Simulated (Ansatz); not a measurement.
# Computed properties of Te

```
CELL_PARAMETERS angstrom
0.00000 2.41708 2.41708
2.41708 0.00000 2.41708
2.41708 2.41708 0.00000
ATOMIC_POSITIONS crystal
Te 0.00000 0.00000 0.00000
```

The structure comes from a relaxation in the same program, started in the fcc type, and has space group Fm-3m. Whether it is a known phase or the ground state wasn't checked.

No spin–orbit coupling, which matters for the heavy atoms here.

The calculation used Ansatz 0.2.0, DFT, PBE, all-electron LAPW, scalar-relativistic.

Numerical set-up: a Γ-centred 14×14×14 k mesh, Fermi–Dirac smearing of 0.05 eV, basis error target 0.25 meV/atom, no spin polarisation.

- Volume per atom: 28.24 Å³
- Pressure at this cell: 0.0 kbar

Task: Density of states at the Fermi level (0.2 eV bin): what does the calculation give?

Result: 0.94 states/eV per cell.

Task: Predict this quantity. Band gap.

Result: none: bands cross the Fermi level, a metal.
